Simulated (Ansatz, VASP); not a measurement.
## One calculation of Fe, two programs

POSCAR

```
Fe
1.0
    0.0000000000     -1.9417396906      1.9651051623
    0.0000000000      1.9417396906      1.9651051623
   -2.9968794198      0.0000000000      0.0000000000
Fe
2
Direct
    0.0000000000      0.0000000000      0.0000000000
    0.5000000000      0.5000000000      0.5000000000
```

INCAR.step1

```
SYSTEM = Fe
  PREC = Accurate
  ENCUT = 520
  ISMEAR = -1
  SIGMA = 0.1
  LREAL = .FALSE.
  LASPH = .TRUE.
  NELM = 150
  ISPIN = 2
  MAGMOM = 3 3
  LMAXMIX = 4
  NBANDS = 19
  GGA = PE
  ALGO = Normal
  EDIFF = 1E-4
  LWAVE = .TRUE.
  LCHARG = .FALSE.
```

File INCAR.step2:

```
SYSTEM = Fe
  PREC = Accurate
  ENCUT = 520
  EDIFF = 1E-6
  ISMEAR = -1
  SIGMA = 0.1
  LREAL = .FALSE.
  LASPH = .TRUE.
  NELM = 150
  ALGO = Normal
  ISIF = 2
  LWAVE = .FALSE.
  LCHARG = .FALSE.
  ISPIN = 2
  MAGMOM = 3 3
  LORBIT = 11
  LMAXMIX = 4
  METAGGA = R2SCAN
  LMIXTAU = .TRUE.
  NBANDS = 19
  ISTART = 1
```

File KPOINTS:

```
regular mesh
0
G
  9 9 9
  0 0 0
```

Input for Ansatz:

```yaml
crystal:
  lattice:
    - [0.0, -1.9417396906, 1.9651051623]
    - [0.0, 1.9417396906, 1.9651051623]
    - [-2.9968794198, 0.0, 0.0]
  atoms:
    - { symbol: Fe, position: [0.0, 0.0, 0.0], spin: 3.0 }
    - { symbol: Fe, position: [0.5, 0.5, 0.5], spin: 3.0 }
magnetization:
  spin_polarized: true
kpoints:
  mp_grid: { grid: [9, 9, 9] }
scf:
  occupations: { method: fermi_dirac, width: 0.1 }
  lower_state_search: "off"
hamiltonian:
  xc: r2scan
  pseudopotentials: { kind: paw }
output:
  forces: true
  stress: true
  eigenvalues: true
  populations: true
```

Alike in both runs: task single point; functional r2SCAN; k mesh 9 × 9 × 9; occupations fermi-dirac, width 0.1 eV; collinear spin.

```csv
,VASP,Ansatz
version,VASP 6.6.1,Ansatz 0.2.0
potentials or method,"VASP PAW PBE potentials, release 64 (Fe)","PAW with Ansatz's default frozen-core files, scalar-relativistic"
plane-wave cutoff (eV),520,500
valence electrons in the cell,16,32
```

```csv
,VASP,Ansatz,Ansatz less VASP
pressure (GPa),6.2,6.5,+0.33
largest component of the traceless stress (GPa),3.95,4.04,+0.097
net moment per atom (μB),2.64,2.64,0.000
size of the moment on the site where the two differ most (μB),2.69,2.78,+0.083
```

Site moments also hang on the region over which each program counts them. With one functional, cell and mesh, what is left measures potentials, basis and numerics. The two sets of potentials don't hold the same shells in valence. Ansatz warned: «stability_check_not_made».

Caveats: the PAW data sets were made with another functional, which shifts forces and pressure a little (VASP).
